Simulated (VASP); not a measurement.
# Si in VASP: notebook, part 2 of 2

VASP 6.6.1. The steps go on from the part before.

### Step 3. Relaxation of the atoms, PBEsol

INCAR

```
PREC = Accurate
ENCUT = 520
EDIFF = 1E-6
ISMEAR = 0
SIGMA = 0.03
LREAL = False
LASPH = True
NELM = 80
ALGO = Normal
ISIF = 2
LWAVE = False
LCHARG = False
LDIPOL = True
IDIPOL = 3
DIPOL = 0.5 0.5 0.500
GGA = PS
IBRION = 2
NSW = 80
EDIFFG = -0.02
KPAR = 4
```

KPOINTS

```
Automatic mesh
0
Gamma
  9 9 1
```

POSCAR

```
Si
1.0
    3.8436175000      0.0000000000      0.0000000000
   -1.9218087500      3.3286704000      0.0000000000
    0.0000000000      0.0000000000     28.3377773300
Si
10
Direct
    0.3333333300      0.6666666700      0.2646643700
    0.0000000000      0.0000000000      0.2923509200
    0.0000000000      0.0000000000      0.3754105500
    0.6666666700      0.3333333300      0.4030970900
    0.6666666700      0.3333333300      0.4861567300
    0.3333333300      0.6666666700      0.5138432700
    0.3333333300      0.6666666700      0.5969029100
    0.0000000000      0.0000000000      0.6245894500
    0.0000000000      0.0000000000      0.7076490800
    0.6666666700      0.3333333300      0.7353356300
```

Potentials or basis: VASP PAW PBE potentials, release 64 (Si).

Run with:

```console
$ cat potpaw_PBE.64/Si/POTCAR > POTCAR
$ mpirun -np 4 vasp_std > vasp.out
```

OUTCAR:

```text
PREC = Accurate
   ENCUT = 520
   EDIFF = 1E-6
   ISMEAR = 0
   LREAL = False
   LASPH = True
   NELM = 80
   ISIF = 2
   GGA = PS
   IBRION = 2
   NSW = 80
   EDIFFG = -0.02

 ion  position               nearest neighbor table
   1  0.333  0.667  0.265-   2 2.35   2 2.35   2 2.35
   2  0.000  0.000  0.292-   3 2.35   1 2.35   1 2.35   1 2.35
   3  0.000  0.000  0.375-   2 2.35   4 2.35   4 2.35   4 2.35
   4  0.667  0.333  0.403-   3 2.35   3 2.35   3 2.35   5 2.35
   5  0.667  0.333  0.486-   6 2.35   6 2.35   6 2.35   4 2.35
   6  0.333  0.667  0.514-   5 2.35   5 2.35   5 2.35   7 2.35
   7  0.333  0.667  0.597-   8 2.35   8 2.35   8 2.35   6 2.35
   8  0.000  0.000  0.625-   9 2.35   7 2.35   7 2.35   7 2.35
   9  0.000  0.000  0.708-   8 2.35  10 2.35  10 2.35  10 2.35
  10  0.667  0.333  0.735-   9 2.35   9 2.35   9 2.35

  LATTYP: Found a hexagonal cell.
[... 427 lines left out ...]

 val. band max:        1.1510696124   @ k =   0.4444   0.0000   0.0000
 cond. band min:       1.1913279298   @ k =   0.3333  -0.0000   0.0000
 fundamental gap:      0.0402583174
 Fermi energy:         1.1844446831

 k-point     1 :       0.0000    0.0000    0.0000
  band No.  band energies     occupation
      1     -10.8799      2.00000
      2     -10.5691      2.00000
      3     -10.0575      2.00000
      4      -9.3747      2.00000
      5      -8.8093      2.00000
      6      -5.4098      2.00000
[... 337 lines left out ...]
     25       4.5631      0.00000
     26       4.7790      0.00000

------------------------ aborting loop because EDIFF is reached ----------------------------------------

 vacuum level on the upper side and lower side of the slab       (xc-potential included)        -0.020        -0.020

  FORCE on cell =-STRESS in cart. coord.  units (eV):
  Direction    XX          YY          ZZ          XY          YZ          ZX
  --------------------------------------------------------------------------------------
  -------------------------------------------------------------------------------------
  Total        1.2606231      1.2606231     -0.0636619      0.0000000      0.0000000      0.0000000
  in kB        5.5708196      5.5708196     -0.2813284      0.0000000      0.0000000      0.0000000
  external PRESSURE =       3.6201036 kB  Pullay stress =       0.0000000 kB
[... 25 lines left out ...]
  FREE ENERGIE OF THE ION-ELECTRON SYSTEM (eV)
  ---------------------------------------------------
  free  energy   TOTEN  =       -54.7898068870 eV

  energy  without entropy=      -54.7856938126  energy(sigma->0) =      -54.78775035

 reached required accuracy - stopping structural energy minimisation

 vacuum level on the upper side and lower side of the slab         5.785         5.785
```

OSZICAR:

```text
N       E                     dE             d eps       ncg     rms          rms(c)
DAV:   1     0.172568148582E+03    0.17257E+03   -0.14085E+04   624   0.118E+03
DAV:   2    -0.407785829276E+02   -0.21335E+03   -0.20883E+03   852   0.191E+02
DAV:   3    -0.552619400487E+02   -0.14483E+02   -0.14283E+02   760   0.501E+01
DAV:   4    -0.558840834315E+02   -0.62214E+00   -0.60418E+00  1006   0.115E+01
[... 137 lines left out ...]
  16 F= -.54789734E+02 E0= -.54787675E+02  d E =-.117060E-02
       N       E                     dE             d eps       ncg     rms          rms(c)
DAV:   1    -0.547898009929E+02   -0.67673E-04   -0.13985E-03   628   0.165E-01    0.147E-02
DAV:   2    -0.547898066910E+02   -0.56981E-05   -0.79159E-05   860   0.481E-02    0.666E-03
DAV:   3    -0.547898068870E+02   -0.19597E-06   -0.73294E-06   836   0.132E-02
  17 F= -.54789807E+02 E0= -.54787750E+02  d E =-.730257E-04
```

CONTCAR:

```text
Si
   1.00000000000000
     3.8436175000000001    0.0000000000000000    0.0000000000000000
    -1.9218087500000001    3.3286704000000000    0.0000000000000000
     0.0000000000000000    0.0000000000000000   28.3377773300000015
  Si
    10
Direct
     0.3333333300000021    0.6666666699999979    0.2703522622838511
     0.0000000000000000    0.0000000000000000    0.2922155208153340
     0.0000000000000000    0.0000000000000000    0.3758513336001042
     0.6666666699999979    0.3333333300000021    0.4028870204533057
     0.6666666699999979    0.3333333300000021    0.4862138637332551
     0.3333333300000021    0.6666666699999979    0.5137861362667452
     0.3333333300000021    0.6666666699999979    0.5971129795466943
     0.0000000000000000    0.0000000000000000    0.6241486663998960
     0.0000000000000000    0.0000000000000000    0.7077844791846661
     0.6666666699999979    0.3333333300000021    0.7296477377161488

  0.00000000E+00  0.00000000E+00  0.00000000E+00
  0.00000000E+00  0.00000000E+00  0.00000000E+00
  0.00000000E+00  0.00000000E+00  0.00000000E+00
  0.00000000E+00  0.00000000E+00  0.00000000E+00
  0.00000000E+00  0.00000000E+00  0.00000000E+00
  0.00000000E+00  0.00000000E+00  0.00000000E+00
  0.00000000E+00  0.00000000E+00  0.00000000E+00
  0.00000000E+00  0.00000000E+00  0.00000000E+00
  0.00000000E+00  0.00000000E+00  0.00000000E+00
  0.00000000E+00  0.00000000E+00  0.00000000E+00
```

It took 4 min on 4 MPI ranks of AMD EPYC 9R45 (Zen 5), shared host; peak memory 0.48 GiB.

Results:

```
Free energy                  : -54.7898 eV
Energy gained by relaxing    : 12.0 meV/atom
Ionic steps                  : 17
Largest force after relaxing : 0.011 eV/Å
Band gap on the k mesh       : none (metal or under the smearing width)
```

Forces in eV/Å, atoms in the order of the input:
```
Si   0.000  0.000  0.009
Si   0.000  0.000 -0.007
Si   0.000  0.000 -0.005
Si   0.000  0.000  0.011
Si   0.000  0.000 -0.006
Si   0.000  0.000  0.006
Si   0.000  0.000 -0.011
Si   0.000  0.000  0.005
Si   0.000  0.000  0.007
Si   0.000  0.000 -0.009
```

Step by step:
```tsv
step	energy change (eV)	largest force (eV/Å)	pressure (GPa)
1	0.0000	0.7592	-0.32
2	-0.0742	0.4033	-0.21
3	-0.0842	0.3437	-0.15
4	-0.1014	0.1650	-0.09
5	-0.1072	0.2103	-0.02
6	-0.1125	0.0775	0.04
7	-0.1127	0.0861	0.06
8	-0.1143	0.0424	0.09
9	-0.1145	0.0532	0.11
10	-0.1156	0.0481	0.14
11	-0.1177	0.0580	0.23
12	-0.1171	0.1419	0.41
13	-0.1183	0.0762	0.30
14	-0.1190	0.0505	0.32
15	-0.1194	0.0234	0.36
16	-0.1194	0.0245	0.36
17	-0.1195	0.0107	0.36
```

Final structure:
```yaml
crystal:
  lattice:
    - [3.84362, 0.00000, 0.00000]
    - [-1.92181, 3.32867, 0.00000]
    - [0.00000, 0.00000, 28.33778]
  atoms:
    - { symbol: Si, position: [0.33333, 0.66667, 0.27035] }
    - { symbol: Si, position: [0.00000, 0.00000, 0.29222] }
    - { symbol: Si, position: [0.00000, 0.00000, 0.37585] }
    - { symbol: Si, position: [0.66667, 0.33333, 0.40289] }
    - { symbol: Si, position: [0.66667, 0.33333, 0.48621] }
    - { symbol: Si, position: [0.33333, 0.66667, 0.51379] }
    - { symbol: Si, position: [0.33333, 0.66667, 0.59711] }
    - { symbol: Si, position: [0.00000, 0.00000, 0.62415] }
    - { symbol: Si, position: [0.00000, 0.00000, 0.70778] }
    - { symbol: Si, position: [0.66667, 0.33333, 0.72965] }
```

Caveat: the PAW data sets were made with another functional, which shifts forces and pressure a little.

### Step 4. Single point, PBEsol

INCAR

```
PREC     = Accurate       # precision mode
ENCUT    = 520            # plane-wave cutoff, eV
EDIFF    = 1E-7           # SCF threshold, eV
ISMEAR   = 0              # smearing method
SIGMA    = 0.03           # smearing width, eV
LREAL    = F              # projectors in reciprocal space
LASPH    = T              # aspherical terms in the spheres
NELM     = 80             # most SCF steps
ALGO     = Normal         # electronic algorithm
ISIF     = 2              # what is computed and relaxed
LWAVE    = F              # write WAVECAR
LCHARG   = F              # write CHGCAR
LDIPOL   = T            
IDIPOL   = 3            
DIPOL    = 0.5 0.5 0.500
GGA      = PS             # functional
LVHAR    = T            
LVACPOTAV= T            
ICORELEVEL= 1            
KPAR     = 4
```

KPOINTS

```
regular mesh
0
Gamma
  9 9 1
```

POSCAR

```
Si                                      
1.0
    3.8436175000      0.0000000000      0.0000000000
   -1.9218087500      3.3286704000      0.0000000000
    0.0000000000      0.0000000000     28.3377773300
  Si            
    10
Direct
     0.3333333300000021    0.6666666699999979    0.2703522622838511
     0.0000000000000000    0.0000000000000000    0.2922155208153340
     0.0000000000000000    0.0000000000000000    0.3758513336001042
     0.6666666699999979    0.3333333300000021    0.4028870204533057
     0.6666666699999979    0.3333333300000021    0.4862138637332551
     0.3333333300000021    0.6666666699999979    0.5137861362667452
     0.3333333300000021    0.6666666699999979    0.5971129795466943
     0.0000000000000000    0.0000000000000000    0.6241486663998960
     0.0000000000000000    0.0000000000000000    0.7077844791846661
     0.6666666699999979    0.3333333300000021    0.7296477377161488
```

Run with:

```console
$ cat potpaw_PBE.64/Si/POTCAR > POTCAR
$ mpirun -np 4 vasp_std > vasp.out
```

Run time: 49 s. Hardware: 4 MPI ranks of AMD EPYC 9R45 (Zen 5), shared host; peak memory 0.46 GiB.

It converged, with:

```
Free energy                     : -54.7898 eV
Largest force                   : 0.011 eV/Å
Band gap on the k mesh          : none (metal or under the smearing width)
Work function of the upper face : 4.62 eV
Work function of the lower face : 4.62 eV
```

Forces on the atoms (eV/Å):
```
Si   0.000  0.000  0.009
Si   0.000  0.000 -0.007
Si   0.000  0.000 -0.005
Si   0.000  0.000  0.011
Si   0.000  0.000 -0.006
Si   0.000  0.000  0.006
Si   0.000  0.000 -0.011
Si   0.000  0.000  0.005
Si   0.000  0.000  0.007
Si   0.000  0.000 -0.009
```

Levels at points of the mesh, in eV from the Fermi level:
```csv
k point,band 17,band 18,band 19,band 20,band 21,band 22,band 23,band 24
"(0.00, 0.00, 0.00)",-0.61,-0.32,-0.32,0.09,0.71,1.33,1.60,1.90
```

Core levels (eV, on the scale of the bands):
| atom | levels |
| --- | --- |
| 1 Si | 1s -1778.5, 2s -132.6, 2p -88.6 |
| 2 Si | 1s -1778.7, 2s -132.7, 2p -88.7 |
| 3 Si | 1s -1778.9, 2s -132.9, 2p -88.9 |
| 4 Si | 1s -1778.7, 2s -132.7, 2p -88.7 |
| 5 Si | 1s -1778.8, 2s -132.8, 2p -88.8 |
| 6 Si | 1s -1778.8, 2s -132.8, 2p -88.8 |

Caveat: the PAW data sets were made with another functional, which shifts forces and pressure a little.
